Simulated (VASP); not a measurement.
# SrCl3 (P6_3/mmc) in VASP: single point with PBE

Aim: the single point of SrCl3 with PBE.

All numbers are computed with VASP 6.6.1; they aren't measurements. Logs are shortened: lines on timing, memory, paths and dates and some standing lists are left out, and cuts for length are marked.

### 1 The crystal as given

Symmetry: P6_3/mmc, No. 194, hexagonal system. The conventional cell has a = 6.340 Å, b = 6.340 Å, c = 5.721 Å, α = 90.00°, β = 90.00°, γ = 120.00°. Sr (site symmetry -6m2) has 12 Cl at 3.17 to 3.36 Å as nearest neighbours. Around Cl (site symmetry mm2) lie 8 Cl at 3.05 to 3.43 Å and 4 Sr at 3.17 to 3.36 Å.

The cell comes from a database or a generator and needn't be the stable form of this composition.

### 2 Single point, PBE

The input, INCAR:

```
SYSTEM = SrCl3
PREC     = Accurate       ! precision mode
ENCUT    = 520            ! plane-wave cutoff, eV
EDIFF    = 1E-6           ! SCF threshold, eV
ISMEAR   = 1              ! smearing method
SIGMA    = 0.15           ! smearing width, eV
LREAL    = .FALSE.        ! projectors in reciprocal space
LASPH    = .TRUE.         ! aspherical terms in the spheres
NELM     = 100            ! most SCF steps
ALGO     = Fast           ! electronic algorithm
ISIF     = 2              ! what is computed and relaxed
LWAVE    = .FALSE.        ! write WAVECAR
LCHARG   = .FALSE.        ! write CHGCAR
GGA      = PE             ! functional
NBANDS   = 41             ! bands
```

The input, KPOINTS:

```
regular mesh
0
G
  4 4 4
  0 0 0
```

The input, POSCAR:

```
SrCl3
1.0
    3.1699230000     -5.4904680000      0.0000000000
    3.1699230000      5.4904680000      0.0000000000
    0.0000000000      0.0000000000      5.7210230000
Sr Cl
2 6
Direct
    0.6666660000      0.3333340000      0.2500000000
    0.3333340000      0.6666660000      0.7500000000
    0.3460760000      0.1730390000      0.7500000000
    0.8269610000      0.1730390000      0.7500000000
    0.8269610000      0.6539240000      0.7500000000
    0.6539240000      0.8269610000      0.2500000000
    0.1730390000      0.8269610000      0.2500000000
    0.1730390000      0.3460760000      0.2500000000
```

Potentials or basis: VASP PAW PBE potentials, release 64 (Sr_sv, Cl).

Started as:

```
> cat potpaw_PBE.64/Sr_sv/POTCAR potpaw_PBE.64/Cl/POTCAR > POTCAR
> mpirun -np 1 vasp_std > vasp.out
```

OUTCAR:

```text
SYSTEM = SrCl3
   PREC = Accurate
   ENCUT = 520
   EDIFF = 1E-6
   ISMEAR = 1
   LREAL = .FALSE.
   LASPH = .TRUE.
   NELM = 100
   ISIF = 2
   GGA = PE

 ion  position               nearest neighbor table
   1  0.667  0.333  0.250-   6 3.17   8 3.17   7 3.17   7 3.17   6 3.17   8 3.17   3 3.36   5 3.36
                             3 3.36   5 3.36   4 3.36   4 3.36   2 4.65   2 4.65   2 4.65   2 4.65
   2  0.333  0.667  0.750-   3 3.17   5 3.17   4 3.17   4 3.17   3 3.17   5 3.17   6 3.36   8 3.36
                             6 3.36   8 3.36   7 3.36   7 3.36   1 4.65   1 4.65   1 4.65   1 4.65
   3  0.346  0.173  0.750-   2 3.17   2 3.17   1 3.36   1 3.36
   4  0.827  0.173  0.750-   2 3.17   2 3.17   1 3.36   1 3.36
   5  0.827  0.654  0.750-   2 3.17   2 3.17   1 3.36   1 3.36
   6  0.654  0.827  0.250-   1 3.17   1 3.17   2 3.36   2 3.36
   7  0.173  0.827  0.250-   1 3.17   1 3.17   2 3.36   2 3.36
   8  0.173  0.346  0.250-   1 3.17   1 3.17   2 3.36   2 3.36

  LATTYP: Found a hexagonal cell.
 ALAT       =     6.3398462667
 C/A-ratio  =     0.9023914397

  Lattice vectors:

 A1 = (   3.1699230000,  -5.4904680000,   0.0000000000)
 A2 = (   3.1699230000,   5.4904680000,   0.0000000000)
 A3 = (   0.0000000000,   0.0000000000,   5.7210230000)

Analysis of symmetry for initial positions (statically):
=====================================================================
 Subroutine PRICEL returns:
 Original cell was already a primitive cell.

 Routine SETGRP: Setting up the symmetry group for a
 hexagonal supercell.

 Subroutine GETGRP returns: Found 24 space group operations
 (whereof 12 operations were pure point group operations)
 out of a pool of 24 trial point group operations.

The static configuration has the point symmetry D_3d.
 The point group associated with its full space group is D_6h.

Analysis of symmetry for dynamics (positions and initial velocities):
=====================================================================
 Subroutine PRICEL returns:
 Original cell was already a primitive cell.

 Routine SETGRP: Setting up the symmetry group for a
 hexagonal supercell.

 Subroutine GETGRP returns: Found 24 space group operations
 (whereof 12 operations were pure point group operations)
 out of a pool of 24 trial point group operations.

The dynamic configuration has the point symmetry D_3d.
 The point group associated with its full space group is D_6h.

 Subroutine INISYM returns: Found 24 space group operations
 (whereof 12 operations are pure point group operations),
 and found     1 'primitive' translations

----------------------------------------------------------------------------------------

                                     Primitive cell

  volume of cell :     199.1415

  direct lattice vectors                    reciprocal lattice vectors
     3.169923000 -5.490468000  0.000000000     0.157732538 -0.091066918  0.000000000
     3.169923000  5.490468000  0.000000000     0.157732538  0.091066918  0.000000000
     0.000000000  0.000000000  5.721023000     0.000000000  0.000000000  0.174793914

  length of vectors
     6.339846267  6.339846267  5.721023000     0.182133844  0.182133844  0.174793914

  position of ions in fractional coordinates (direct lattice)
     0.666666000  0.333334000  0.250000000
     0.333334000  0.666666000  0.750000000
     0.346076000  0.173039000  0.750000000
     0.826961000  0.173039000  0.750000000
     0.826961000  0.653924000  0.750000000
     0.653924000  0.826961000  0.250000000
     0.173039000  0.826961000  0.250000000
     0.173039000  0.346076000  0.250000000

  ion indices of the primitive-cell ions
   primitive index   ion index
                 1           1
                 2           2
                 3           3
                 4           4
                 5           5
                 6           6
                 7           7
                 8           8

----------------------------------------------------------------------------------------

 KPOINTS: regular mesh

Automatic generation of k-mesh.
 Grid dimensions read from file:
 generate k-points for:    4    4    4

 Generating k-lattice:

  Cartesian coordinates                     Fractional coordinates (reciprocal lattice)
     0.039433134 -0.022766730  0.000000000     0.250000000  0.000000000  0.000000000
     0.039433134  0.022766730  0.000000000     0.000000000  0.250000000  0.000000000
     0.000000000  0.000000000  0.043698478     0.000000000  0.000000000  0.250000000

  Length of vectors
     0.045533461  0.045533461  0.043698478

  Shift w.r.t. Gamma in fractional coordinates (k-lattice)
     0.000000000  0.000000000  0.000000000

 Subroutine IBZKPT returns following result:
 ===========================================

 Found     12 irreducible k-points:

 Following reciprocal coordinates:
            Coordinates               Weight
  0.000000  0.000000  0.000000      1.000000
  0.250000  0.000000  0.000000      6.000000
  0.500000  0.000000  0.000000      3.000000
  0.250000  0.250000  0.000000      6.000000
  0.000000  0.000000  0.250000      2.000000
  0.250000  0.000000  0.250000     12.000000
  0.500000  0.000000  0.250000      6.000000
  0.250000  0.250000  0.250000     12.000000
  0.000000  0.000000  0.500000      1.000000
  0.250000  0.000000  0.500000      6.000000
  0.500000  0.000000  0.500000      3.000000
  0.250000  0.250000  0.500000      6.000000
   k-points           NKPTS =     12   k-points in BZ     NKDIM =     12   number of bands    NBANDS=     41
   number of dos      NEDOS =    301   number of ions     NIONS =      8
   total plane-waves  NPLWV = 110592
   dimension x,y,z NGX =    48 NGY =   48 NGZ =   48
   dimension x,y,z NGXF=    96 NGYF=   96 NGZF=   96
   ions per type =               2   6
   NGX,Y,Z   is equivalent  to a cutoff of  12.59, 12.59, 13.95 a.u.
   NGXF,Y,Z  is equivalent  to a cutoff of  25.17, 25.17, 27.90 a.u.
 SYSTEM =  SrCl3
   PREC   = accura    normal or accurate (medium, high low for compatibility)
   ISTART =      0    job   : 0-new  1-cont  2-samecut
   ICHARG =      2    charge: 1-file 2-atom 10-const
   ISPIN  =      1    spin polarized calculation?
   LNONCOLLINEAR =      F non collinear calculations
   LSORBIT =      F    spin-orbit coupling
   LASPH  =      T    aspherical Exc in radial PAW
   ENCUT  =  520.0 eV  38.22 Ry    6.18 a.u.  11.79 11.79 10.64*2*pi/ulx,y,z
   NELM   =    100;   NELMIN=  2; NELMDL= -5     # of ELM steps
   EDIFF  = 0.1E-05   stopping-criterion for ELM
   LREAL  =      F    real-space projection
   EDIFFG = 0.1E-04   stopping-criterion for IOM
   NSW    =      0    number of steps for IOM
   IBRION =     -1    ionic relax: 0-MD 1-quasi-New 2-CG
   NFREE  =      0    steps in history (QN), initial steepest desc. (CG)
   ISIF   =      2    stress and relaxation
   ISYM   =      2    0-nonsym 1-usesym 2-fastsym
   POTIM  = 0.5000    time-step for ionic-motion
   TEBEG  =    0.0;   TEEND  =   0.0 temperature during run
   PSTRESS=    0.0 pullay stress
   NELECT =      62.0000    total number of electrons
   NUPDOWN=      -1.0000    fix difference up-down
   EMIN   =  10.00;   EMAX   =-10.00  energy-range for DOS
   EFERMI =   0.00;   METHOD = LEGACY
   ISMEAR =     1;   SIGMA  =   0.15  broadening in eV -4-tet -1-fermi 0-gaus
   EFERMI_NEDOS =   21; number of points for ismear=-14 and -15
   IALGO  =     68    algorithm
   IMIX   =      4    mixing-type and parameters
     AMIX     =   0.40;   BMIX     =  1.00
     AMIX_MAG =   1.60;   BMIX_MAG =  1.00
  volume/ion in A,a.u.               =      24.89       167.98
  Fermi-wavevector in a.u.,A,eV,Ry     =   1.109562  2.096768 16.750503  1.231127
  Thomas-Fermi vector in A             =   2.246103
   LORBIT       =      0    0 simple, 1 ext, 2 COOP (PROOUT), +10 PAW based schemes
   GGA     = PE    functional components
   LHFCALC =     F    Hartree Fock is set to
   AEXX    =    0.0000 exact exchange contribution
   IVDW    =     0    specifies the selected vdW correction
   LEPSILON=     F    determine dielectric tensor
   LRPA    =     F    only Hartree local field effects (RPA)
 non-spin polarized calculation
 RMM-DIIS sequential band-by-band and
 Methfessel and Paxton  Order N= 1 SIGMA  =   0.15
  energy-cutoff  :      520.00
  volume of cell :      199.14
 maximum number of plane-waves:      5422
 NGX is ok and might be reduce to    48
   NGX = 23   NGY = 23   NGZ = 21

 number of electron      62.0000004 magnetization

 Free energy of the ion-electron system (eV)
  ---------------------------------------------------
  ext. energy  EPLUGINS =         0.00000000
  ---------------------------------------------------
  free energy    TOTEN  =       -26.47616487 eV

  energy without entropy =      -26.47611912  energy(sigma->0) =      -26.47614962

 E-fermi :   1.4766     XC(G=0):  -9.0103

 val. band max:        1.4742518407   @ k =   0.2500   0.0000   0.0000
 cond. band min:       1.4876396786   @ k =   0.2500   0.0000   0.2500
 fundamental gap:      0.0133878379
 Fermi energy:         1.4765874362

 k-point     1 :       0.0000    0.0000    0.0000
  band No.  band energies     occupation
      1     -32.5844      2.00000
      2     -32.5795      2.00000
      3     -14.5724      2.00000
      4     -14.5701      2.00000
      5     -14.5701      2.00000
      6     -14.5294      2.00000
[... 33 lines left out ...]
     40       7.6230      0.00000
     41       7.6304      0.00000

 k-point     2 :       0.2500    0.0000    0.0000
  band No.  band energies     occupation
      1     -32.5837      2.00000
      2     -32.5801      2.00000
      3     -14.6167      2.00000
      4     -14.5975      2.00000
      5     -14.5661      2.00000
      6     -14.5592      2.00000
[... 33 lines left out ...]
     40       8.2422      0.00000
     41       8.3595      0.00000

 k-point     3 :       0.5000    0.0000    0.0000
  band No.  band energies     occupation
      1     -32.5827      2.00000
      2     -32.5811      2.00000
      3     -14.6626      2.00000
      4     -14.6187      2.00000
      5     -14.5839      2.00000
      6     -14.5560      2.00000
[... 33 lines left out ...]
     40       8.5688      0.00000
     41       8.8919      0.00000

 k-point     4 :       0.2500    0.2500    0.0000
  band No.  band energies     occupation
      1     -32.5827      2.00000
      2     -32.5811      2.00000
      3     -14.6569      2.00000
      4     -14.6177      2.00000
      5     -14.5849      2.00000
      6     -14.5560      2.00000
[... 297 lines left out ...]
     40       7.8355      0.00000
     41       8.2730      0.00000

 k-point    11 :       0.5000    0.0000    0.5000
  band No.  band energies     occupation
      1     -32.5818      2.00000
      2     -32.5818      2.00000
      3     -14.6808      2.00000
      4     -14.6808      2.00000
      5     -14.5623      2.00000
      6     -14.5623      2.00000
[... 33 lines left out ...]
     40       7.9979      0.00000
     41       9.1870      0.00000

 k-point    12 :       0.2500    0.2500    0.5000
  band No.  band energies     occupation
      1     -32.5818      2.00000
      2     -32.5818      2.00000
      3     -14.6732      2.00000
      4     -14.6732      2.00000
      5     -14.5789      2.00000
      6     -14.5789      2.00000
[... 33 lines left out ...]
     40       8.0527      0.00000
     41       8.5564      0.00000

------------------------ aborting loop because EDIFF is reached ----------------------------------------

  FORCE on cell =-STRESS in cart. coord.  units (eV):
  Direction    XX          YY          ZZ          XY          YZ          ZX
  --------------------------------------------------------------------------------------
  -------------------------------------------------------------------------------------
  Total       -0.8521707     -0.8521708     -0.3230968      0.0000000      0.0000000      0.0000000
  in kB       -6.8560727     -6.8560735     -2.5994501      0.0000000      0.0000000      0.0000000
  external PRESSURE =      -5.4371988 kB  Pullay stress =       0.0000000 kB

 VOLUME and BASIS-vectors are now :
 -----------------------------------------------------------------------------
  energy-cutoff  :      520.00
  volume of cell :      199.14
      direct lattice vectors                 reciprocal lattice vectors
     3.169923000 -5.490468000  0.000000000     0.157732538 -0.091066918  0.000000000
     3.169923000  5.490468000  0.000000000     0.157732538  0.091066918  0.000000000
     0.000000000  0.000000000  5.721023000     0.000000000  0.000000000  0.174793914

 POSITION                                       TOTAL-FORCE (eV/Angst)
 -----------------------------------------------------------------------------------
      3.16992     -1.83015      1.43026        -0.000000      0.000000      0.000000
      3.16992      1.83015      4.29077        -0.000000      0.000000      0.000000
      1.64555     -0.95005      4.29077        -0.022295      0.012872      0.000000
      3.16992     -3.59034      4.29077        -0.000000     -0.025744      0.000000
      4.69429     -0.95005      4.29077         0.022295      0.012872      0.000000
      4.69429      0.95005      1.43026         0.022295     -0.012872      0.000000
      3.16992      3.59034      1.43026        -0.000000      0.025744      0.000000
      1.64555      0.95005      1.43026        -0.022295     -0.012872      0.000000
 -----------------------------------------------------------------------------------
    total drift:                               -0.000000      0.009040      0.000023

  FREE ENERGIE OF THE ION-ELECTRON SYSTEM (eV)
  ---------------------------------------------------
  free  energy   TOTEN  =       -26.4761648739 eV

  energy  without entropy=      -26.4761191169  energy(sigma->0) =      -26.47614962
```

Run time: 1.8 min. Hardware: 1 thread of Intel Xeon Platinum 8488C (Sapphire Rapids), shared host; peak memory 0.35 GiB.

Results:

```yaml
Free_energy: -26.4762 eV
Pressure: -0.5 GPa
Largest_force: 0.026 eV/Å
Band_gap_on_the_k_mesh: none (metal or under the smearing width)
```

Forces on the atoms (eV/Å):
```
Sr   0.000  0.000  0.000
Sr   0.000  0.000  0.000
Cl  -0.022  0.013  0.000
Cl   0.000 -0.026  0.000
Cl   0.022  0.013  0.000
Cl   0.022 -0.013  0.000
Cl   0.000  0.026  0.000
Cl  -0.022 -0.013  0.000
```

Stress tensor (GPa, compression positive):
```
-0.69  0.00  0.00
 0.00 -0.69  0.00
 0.00  0.00 -0.26
```
